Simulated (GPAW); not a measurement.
SnTe: band structure with PBE

**The experiment to reproduce.**

From a printed reference work, textbook, for a bulk crystal of SnTe at 300 K: band gap 0.18 eV (direct).

The system is SnTe.

```
CELL_PARAMETERS angstrom
0.00000 3.15085 3.15085
3.15085 0.00000 3.15085
3.15085 3.15085 0.00000
ATOMIC_POSITIONS crystal
Te 0.50000 0.50000 0.50000
Sn 0.00000 0.00000 0.00000
```

```yaml
Program: GPAW 26.7.0
Task: band structure
Functional: PBE
Potentials_or_basis: PAW data sets generated in the run's folder for this functional
Cutoff: 600 eV
Basis: pw
k_mesh: 6 × 6 × 6
Occupations: fermi-dirac, width 0.05 eV
Spin: no spin polarisation
Maxiter: 150
Band_path: GXWKGLUWLK,UX
Band_points: 100
```

The pressure is 2.0 GPa, the band gap on the k mesh is 0.11 eV, direct and the band gap along the path is 0.10 eV, indirect (least direct gap 0.11 eV).

Levels at the corners of the path, in eV from the valence-band top:
```tsv
point	band 7	band 8	band 9	band 10	band 11	band 12	band 13	band 14
Γ	-4.67	-2.16	-2.16	-2.16	3.33	3.33	3.33	4.77
X	-6.46	-5.59	-3.76	-3.76	2.17	4.91	4.91	6.37
W	-7.37	-4.84	-4.84	-0.83	0.83	4.62	4.62	6.06
K	-7.42	-5.19	-3.26	-2.72	3.01	3.08	4.19	5.55
Γ	-4.67	-2.16	-2.16	-2.16	3.33	3.33	3.33	4.77
L	-8.33	-1.82	-1.82	0.00	0.11	0.35	0.35	7.77
U	-7.42	-5.19	-3.26	-2.72	3.01	3.08	4.19	5.55
W	-7.37	-4.84	-4.84	-0.83	0.83	4.62	4.62	6.06
L	-8.33	-1.82	-1.82	0.00	0.11	0.35	0.35	7.77
K	-7.42	-5.19	-3.26	-2.72	3.01	3.08	4.19	5.55
U	-7.42	-5.19	-3.26	-2.72	3.01	3.08	4.19	5.55
X	-6.46	-5.59	-3.76	-3.76	2.17	4.91	4.91	6.37
```

It took 51 s on 1 thread of Intel(R) Xeon(R) 6975P-C (Granite Rapids) (shared host), peak memory 0.34 GiB.

Against the measured gap of SnTe, 0.18 eV (direct; 300 K; a printed reference work, textbook), the calculated 0.10 eV is off by -0.08 eV. Spin-orbit coupling on Sn, Te is left out. The value is that of PBE, without temperature or zero-point motion. Semilocal functionals fall short of measured gaps as a rule.

Caveat: spin-orbit coupling is left out, which moves the levels of the heavy elements.
